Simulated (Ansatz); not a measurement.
# GaP (ordered beta-tin type): the cost of one run

Method: DFT PBEsol, scalar-relativistic, plane waves, PAW, in Ansatz 0.2.0.

## Step 1: The system as given

It takes space group I-4m2 (No. 119, tetragonal). Conventional cell: a = 4.750 Å, b = 4.750 Å, c = 2.550 Å, α = 90.00°, β = 90.00°, γ = 90.00°. Ga (site symmetry -4m2) is surrounded by 4 P at 2.46 Å and 2 Ga at 2.55 Å. Around P (site symmetry -4m2) lie 4 Ga at 2.46 Å and 2 P at 2.55 Å.

As a file:

```cif
data_structure
_symmetry_space_group_name_H-M 'I-4m2'
_symmetry_Int_Tables_number 119
_cell_length_a 4.7500
_cell_length_b 4.7500
_cell_length_c 2.5500
_cell_angle_alpha 90.000
_cell_angle_beta 90.000
_cell_angle_gamma 90.000
_cell_volume 57.53
loop_
_atom_site_label
_atom_site_type_symbol
_atom_site_symmetry_multiplicity
_atom_site_Wyckoff_symbol
_atom_site_fract_x
_atom_site_fract_y
_atom_site_fract_z
_atom_site_occupancy
Ga1 Ga 2 a 0.00000 0.00000 0.00000 1
P1 P 2 d 0.00000 0.50000 0.75000 1
```

## Step 2: Cell and atoms relaxed at 30.7 GPa

input.yaml

```yaml
crystal:
  lattice:
    - [-2.375, 2.375, 1.275]
    - [2.375, -2.375, 1.275]
    - [2.375, 2.375, -1.275]
  atoms:
    - { symbol: Ga, position: [0.0, 0.0, 0.0] }
    - { symbol: P, position: [0.75, 0.25, 0.5] }
scf:
  occupations: { method: gaussian, width: 0.1 }
output:
  forces: true
  stress: true
  eigenvalues: true
  write_density: true
  write_potential: true
  elf: true
  volumetric_format: npy
hamiltonian:
  xc: pbesol
basis:
  ecutwfc: 500
kpoints:
  mp_grid: { grid: [16, 16, 16] }
relax:
  f_tol: 0.005
  max_steps: 60
  cell: { stress_tol: 0.05, p_target: 30.7 }
```

Launch:

```
$ ansatz run input.yaml --threads 4 --pin off --max-ram 10240MiB --backend cpu --events-out ev --progress --plain --runs-dir out
```

Q: Estimate wall time and peak memory on 4 threads of Arm Neoverse V2, shared host.

About 32 s, with a peak of 0.53 GiB.
